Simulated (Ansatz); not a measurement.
# SiC: one candidate of a structure search, part 2 of 2

Where does this trial cell of SiC go when cell and atoms are let free?

Ansatz 0.2.0; DFT PBE, scalar-relativistic, plane waves, PAW. Earlier steps stand in the parts before.

## Step 4: Relaxation on the finer mesh

The end of the coarse run is made exact in the group found at a tolerance of 0.06 Å and reduced to its primitive cell.

File input.yaml:

```yaml
crystal:
  lattice:
    - [3.1199731238, 0.0, 0.0]
    - [0.0, 9.5190983788, 0.0]
    - [0.0, 0.0, 4.6131082512]
  atoms:
    - { symbol: Si, position: [0.0, 0.6503235062, 0.092257816] }
    - { symbol: Si, position: [0.5, 0.8496764938, 0.907742184] }
    - { symbol: Si, position: [0.0, 0.0, 0.4035332665] }
    - { symbol: Si, position: [0.5, 0.1503235062, 0.907742184] }
    - { symbol: Si, position: [0.0, 0.3496764938, 0.092257816] }
    - { symbol: Si, position: [0.5, 0.5, 0.5964667335] }
    - { symbol: C, position: [0.5, 0.650772556, 0.8569001812] }
    - { symbol: C, position: [0.0, 0.849227444, 0.1430998188] }
    - { symbol: C, position: [0.5, 0.0, 0.6385821534] }
    - { symbol: C, position: [0.0, 0.150772556, 0.1430998188] }
    - { symbol: C, position: [0.5, 0.349227444, 0.8569001812] }
    - { symbol: C, position: [0.0, 0.5, 0.3614178466] }
basis:
  ecutwfc: 420
kpoints:
  mp_grid: { grid: [10, 4, 6] }
hamiltonian:
  xc: pbe
scf:
  occupations: { method: gaussian, width: 0.02 }
output:
  forces: true
  stress: true
  eigenvalues: true
relax:
  adjacent_minimum: "off"
  f_tol: 0.01
  max_steps: 80
  cell: { stress_tol: 0.05 }
```

The run is started by

```bash
$ ansatz run input.yaml --threads 1 --pin off --max-ram 2560MiB --backend cpu --events-out ev --progress --plain --runs-dir out
```

Output (excerpt; [...] marks lines left out):

```text
Warning: RAYON_NUM_THREADS=1 ignored (pool sized by the plan → 1); use --threads N
[...]
Pseudopotentials: kind: paw
Pseudopotential: Si, paw, valence charge 4, recommended cutoff 420 eV (normal), Si.paw.azcp
Pseudopotential: C, paw, valence charge 4, recommended cutoff 420 eV (normal), C.paw.azcp
Functional definition: PBE
[...]
Crystal: 12 atoms, lattice volume = 137.006 Å³
Basis set: ecut = 420 eV, 2679 PW (Γ), exchange–correlation on 48×128×64 points (8 copies of the dense FFT grid, shifted against one another)
Bands: 36, of which v1, the nominal top of the filled ones, is band 24 counted from 1 (23 counted from 0)
Symmetry: 8 space group operations
Space group: Pmmn (ITA 59), of the structure as read, at distance tolerance 5.2e-5 Å
k-points: 72 of 240
[...]
SCF iter   1: F=—  HF=-5320.567560 eV  |F-HF|=—  |Δ(HF+E_count)|=         —  Δρ=3.66e-3  dr2=3.42e-2  ethr=1.77e-3  ⟨swp⟩=6.9  Hψ=13636  notcnv=0  defer=38
[...]
    - [0.0, 9.51958372380004, 0.0]
    - [0.0, 0.0, 4.6143215473492285]
  atoms:
    - { symbol: Si, position: [0.0, 0.6503160829865946, 0.09223984095653522] }
    - { symbol: Si, position: [0.49999999999999994, 0.8496839170134053, 0.9077601590434645] }
    - { symbol: Si, position: [0.0, 2.3728660384915685e-22, 0.4035506688736274] }
    - { symbol: Si, position: [0.49999999999999994, 0.15031608298659466, 0.9077601590434645] }
    - { symbol: Si, position: [0.0, 0.3496839170134053, 0.09223984095653522] }
    - { symbol: Si, position: [0.49999999999999994, 0.49999999999999994, 0.5964493311263723] }
    - { symbol: C, position: [0.49999999999999994, 0.6507586576057027, 0.856814056310482] }
    - { symbol: C, position: [0.0, 0.8492413423942969, 0.1431859436895177] }
    - { symbol: C, position: [0.49999999999999994, 2.3728660384915685e-22, 0.6386410534989672] }
    - { symbol: C, position: [0.0, 0.15075865760570287, 0.1431859436895177] }
    - { symbol: C, position: [0.49999999999999994, 0.3492413423942971, 0.856814056310482] }
    - { symbol: C, position: [0.0, 0.49999999999999994, 0.3613589465010326] }
```

Wall time 54 s (1 thread of Arm Neoverse V2, shared host); peak memory 0.54 GiB.

The steps of the relaxation:

| step | E - E(step 1) (eV/cell) | largest force component (eV/Å) | pressure (GPa) | volume (Å³) |
| --- | --- | --- | --- | --- |
| 1 | 0.0000 | 0.0129 | 0.03 | 137.01 |
| 2 | 0.0000 | 0.0064 | 0.02 | 137.01 |
| 3 | 0.0000 | 0.0064 | 0.02 | 137.01 |

Step 1 is the start. Step 3 repeats the geometry before it on a plane-wave basis chosen anew for that cell, so its energy need not be comparable with the rows above.

|  | before | after | change |
| --- | --- | --- | --- |
| a (Å) | 3.120 | 3.119 | 0.0 % |
| b (Å) | 9.519 | 9.520 | 0.0 % |
| c (Å) | 4.613 | 4.614 | 0.0 % |
| volume (Å³/atom) | 11.42 | 11.42 | 0.0 % |
| shortest distance (Å) | 1.872 | 1.872 | 0.0 % |
| space group (0.01 Å) | Pmmn | Pmmn | same |

The run keeps the 8 symmetry operations of the start, so it could not have lowered the symmetry.

## Step 5: Variant: xc_grid 4, n_extra_bands 1

File input.yaml:

```yaml
crystal:
  lattice:
    - [3.1191751767, 0.0, 0.0]
    - [0.0, 9.5195837238, 0.0]
    - [0.0, 0.0, 4.6143215473]
  atoms:
    - { symbol: Si, position: [0.0, 0.650316083, 0.092239841] }
    - { symbol: Si, position: [0.5, 0.849683917, 0.907760159] }
    - { symbol: Si, position: [0.0, 0.0, 0.4035506689] }
    - { symbol: Si, position: [0.5, 0.150316083, 0.907760159] }
    - { symbol: Si, position: [0.0, 0.349683917, 0.092239841] }
    - { symbol: Si, position: [0.5, 0.5, 0.5964493311] }
    - { symbol: C, position: [0.5, 0.6507586576, 0.8568140563] }
    - { symbol: C, position: [0.0, 0.8492413424, 0.1431859437] }
    - { symbol: C, position: [0.5, 0.0, 0.6386410535] }
    - { symbol: C, position: [0.0, 0.1507586576, 0.1431859437] }
    - { symbol: C, position: [0.5, 0.3492413424, 0.8568140563] }
    - { symbol: C, position: [0.0, 0.5, 0.3613589465] }
basis:
  ecutwfc: 420
  xc_grid: 4
kpoints:
  mp_grid: { grid: [10, 4, 6] }
hamiltonian:
  xc: pbe
scf:
  occupations: { method: gaussian, width: 0.02 }
  n_extra_bands: 1
output:
  forces: true
  eigenvalues: true
  stress: true
```

The run is started by

```bash
$ ansatz run input.yaml --threads 1 --pin off --max-ram 2560MiB --backend cpu --events-out ev --progress --plain --runs-dir out
```

Output (excerpt; [...] marks lines left out):

```text
Warning: RAYON_NUM_THREADS=1 ignored (pool sized by the plan → 1); use --threads N
scf.n_extra_bands = 1 over 24 filled bands (N_el = 48.0): the run solves 25 bands
[...]
Pseudopotentials: kind: paw
Pseudopotential: Si, paw, valence charge 4, recommended cutoff 420 eV (normal), Si.paw.azcp
Pseudopotential: C, paw, valence charge 4, recommended cutoff 420 eV (normal), C.paw.azcp
Functional definition: PBE
[...]
Crystal: 12 atoms, lattice volume = 137.014 Å³
Basis set: ecut = 420 eV, 2671 PW (Γ), exchange–correlation on 96×256×128 points (64 copies of the dense FFT grid, shifted against one another)
Bands: 25, of which v1, the nominal top of the filled ones, is band 24 counted from 1 (23 counted from 0)
Symmetry: 8 space group operations
Space group: Pmmn (ITA 59), of the structure as read, at distance tolerance 5.2e-5 Å
k-points: 72 of 240
[...]
SCF converged after 7 iterations
Free energy (F): -5320.563267 eV
[...]
E sigma→0 (E₀):  -5320.563267 eV
Fermi energy:    9.249179 eV
[...]
--- Forces (eV/Å), atoms counted from 1 ---
  atom   1  Si     0.00000000    -0.00619996    -0.00159122
  atom   2  Si     0.00000000     0.00619996     0.00159122
  atom   3  Si     0.00000000    -0.00000000    -0.00027601
  atom   4  Si     0.00000000    -0.00619996     0.00159122
  atom   5  Si     0.00000000     0.00619996    -0.00159122
  atom   6  Si     0.00000000     0.00000000     0.00027601
  atom   7  C      0.00000000    -0.00648503    -0.00224197
  atom   8  C      0.00000000     0.00648503     0.00224197
[...]
--- Stress (GPa, compression-positive) ---
        0.024704      -0.000000      -0.000000
       -0.000000       0.028994       0.000000
       -0.000000       0.000000       0.003354
  P = ⅓ Tr σ = 0.0190 GPa (0.190 kbar)
--- Band table (eV; the first three rows and the last of 72) ---
[... band rows left out ...]
[...]
```

It took 16 s on 1 thread of Arm Neoverse V2, shared host; peak memory 0.58 GiB.

| run | ending | energy change | pressure (GPa) | gap (eV) | force (eV/Å) | cycles | time |
| --- | --- | --- | --- | --- | --- | --- | --- |
| step 4 | converged | 0 | 0.0 | 2.06 | 0.01 | - | 54 s |
| variant | converged | 0.0 meV/atom | 0.0 | 2.06 | 0.01 | 7 | 16 s |

Changing the numerical grids and band count hardly moves the energy: 0.0 meV/atom.

## Step 6: Outcome

What follows sums up all 2 parts. Changes of volume or cell count from the first structure of part 1.

```
                              quantity                                                                      value
symmetry at the end (tolerance 0.02 Å)                                                  space group Pmmn (No. 59)
                     conventional cell  a = 3.119 Å, b = 9.520 Å, c = 4.614 Å, α = 90.00°, β = 90.00°, γ = 90.00°
                                volume                                                              11.42 Å³/atom
              energy over the elements                                                               0.00 eV/atom
                       gap on the mesh                                                                    2.06 eV
```

What this shows: The space group Pmmn (No. 59) is kept, and the volume per atom grows by 12.2 % from the first guess. The formation energy of this structure is too near zero to say whether it is bound against the elements. No finished test with a distortion of lower symmetry is shown, so the end may be a saddle point.
